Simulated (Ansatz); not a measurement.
# InSe: strain and displacement

```yaml
crystal:
  lattice:
    - [5.86790, -2.05500, 0.00000]
    - [5.86790, 2.05500, 0.00000]
    - [-1.59942, 0.00000, 4.32366]
  atoms:
    - { symbol: In, position: [0.88400, 0.88400, 0.00500] }
    - { symbol: In, position: [0.11600, 0.11600, 0.99500] }
    - { symbol: Se, position: [0.66000, 0.66000, 0.64200] }
    - { symbol: Se, position: [0.34000, 0.34000, 0.35800] }
```

Atoms are numbered in the order listed.

The cell comes from COD entry 1540841, which wasn't checked; take it as a given geometry.

No spin–orbit coupling, which matters for the heavy atoms here.

Theory: DFT, PBE, all-electron LAPW, scalar-relativistic in Ansatz 0.2.0.

Settings: a Γ-centred 7×7×6 k mesh, Fermi–Dirac smearing of 0.02 eV, basis error target 0.5 meV/atom, no spin polarisation.

The unchanged cell is at 2.94 GPa.

x, y and z are the Cartesian axes of the cell as listed; fractional coordinates follow a strain, and an engineering shear is twice the off-diagonal strain component.

Problem. With this change (equal xy, yz and zx engineering shear strains of -2 %), what becomes of the energy and stress and forces and gap?

Solution. Energy change +11 meV/atom; stress change (xx, yy, zz, yz, xz, xy) 0.55, -0.24, 0.47, 0.41, 1.06, 0.25 GPa, compression positive; change of the force on Se3 (-0.155, -0.078, -0.103) eV/Å; gap on the k mesh 0.95 → 1.04 eV.

Problem. With this change (equal xy, yz and zx engineering shear strains of +1 %), what becomes of the energy and stress and forces and gap?

Solution. Energy change -3 meV/atom; stress change (xx, yy, zz, yz, xz, xy) -0.24, 0.14, -0.19, -0.20, -0.51, -0.14 GPa, compression positive; change of the force on Se3 (0.075, 0.041, 0.045) eV/Å; gap on the k mesh 0.95 → 0.90 eV.

Problem. With this change (equal xy, yz and zx engineering shear strains of +3 %), what becomes of the energy and stress and forces and gap?

Solution. Energy change -5 meV/atom; stress change (xx, yy, zz, yz, xz, xy) -0.64, 0.45, -0.49, -0.58, -1.48, -0.45 GPa, compression positive; change of the force on Se3 (0.219, 0.128, 0.123) eV/Å; gap on the k mesh 0.95 → 0.81 eV.

Problem. With this change (equal xy, yz and zx engineering shear strains of -3 %), what becomes of the energy and stress and forces and gap?

Solution. Energy change +18 meV/atom; stress change (xx, yy, zz, yz, xz, xy) 0.85, -0.34, 0.75, 0.62, 1.60, 0.36 GPa, compression positive; change of the force on Se3 (-0.235, -0.115, -0.160) eV/Å; gap on the k mesh 0.95 → 1.08 eV.

With equal xy, yz and zx engineering shear strains of -1 %: energy change +5 meV/atom; stress change (xx, yy, zz, yz, xz, xy) 0.26, -0.13, 0.22, 0.20, 0.52, 0.13 GPa, compression positive; change of the force on Se3 (-0.077, -0.040, -0.049) eV/Å; gap on the k mesh 0.95 → 0.99 eV.

With equal xy, yz and zx engineering shear strains of +2 %: energy change -5 meV/atom; stress change (xx, yy, zz, yz, xz, xy) -0.45, 0.29, -0.36, -0.39, -1.00, -0.29 GPa, compression positive; change of the force on Se3 (0.148, 0.084, 0.086) eV/Å; gap on the k mesh 0.95 → 0.86 eV.
